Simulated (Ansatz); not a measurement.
TePb (Fm-3m): elasticity against pressure

```
CELL_PARAMETERS angstrom
0.00000 3.22133 3.22133
3.22133 0.00000 3.22133
3.22133 3.22133 0.00000
ATOMIC_POSITIONS crystal
Te 0.50000 0.50000 0.50000
Pb 0.00000 0.00000 0.00000
```

This is the zero-pressure cell. At each pressure cell and atoms are relaxed in this structure, and the constants are slopes of the stress at strains of ±0.005 with relaxed ions (the coefficients that govern stability under load). Level: PBEsol, PAW on Ansatz 0.2.0's default frozen-core files (fitted under PBE), scalar-relativistic; k mesh 8×8×8, strains of ±0.005, fixed occupations, cutoff 420 eV. P is the pressure of the relaxed cell, less that of this one.

```
P (GPa)    V/V₀  C11 (GPa)  C12 (GPa)  C44 (GPa)
   0.00  1.0000      125.7        4.6       14.8
   0.98       ?          ?          ?          ?
   1.99  0.9604      150.2        5.6       14.7
   3.97  0.9281      173.6        6.6       14.5
   6.96  0.8884      207.6        8.1       14.0
   9.98  0.8557      240.4        9.7       13.4
  15.00  0.8121      292.7       12.5       12.3
```

Question: Does the bulk modulus from the constants agree with the pressure-volume curve?

Answer: A third-order Birch-Murnaghan fit to the volumes shown (F against f, f = [(V₀/V)^(2/3) − 1]/2) gives B₀ = 45.0 GPa and B′ = 4.5. Its −V dP/dV stands beside (C11 + 2C12)/3:

| P (GPa) | from P(V) | from the constants |
| --- | --- | --- |
| 0.00 | 45.0 | 45.0 |
| 1.99 | 53.8 | 53.8 |
| 3.97 | 62.2 | 62.3 |
| 6.96 | 74.5 | 74.6 |
| 9.98 | 86.6 | 86.6 |
| 15.00 | 106.3 | 105.9 |

Question: What are the pressure derivatives at zero pressure?

Answer: Slopes at V₀ of quadratic fits in −ln(V/V₀) through the first four rows shown, divided by B₀: dC11/dP = 12.5, dC12/dP = 0.5, dC44/dP = 0.0. The mean slopes up to 4.0 GPa are 12.1, 0.5, -0.1; curvature and scatter of the constants part the two. The combination (dC11/dP + 2 dC12/dP)/3 = 4.5 stands against B′.

Question: Fill the row at 0.98 GPa.

Answer: Cubic fits in −ln(V/V₀) through all rows shown give C11 = 137.8, C12 = 5.1, C44 = 14.8 GPa. Computed: V/V₀ = 0.9795, C11 (GPa) = 137.8, C12 (GPa) = 5.1, C44 (GPa) = 14.8.

Question: Does a shear stiffness soften?

Answer: C44 goes from 14.8 to 12.3 GPa; (C11 − C12)/2 goes from 60.5 to 140.1 GPa. C44 softens under pressure, though the lattice stays mechanically stable over this range.

Known limits: no other phase was computed; many crystals of this kind change structure within this range, and rows or crossings beyond such a change describe a metastable lattice; frozen-core PAW files fitted under PBE, their cores solved anew for the functional of the run; no spin-orbit coupling on heavy atoms; phonons weren't checked at these pressures.
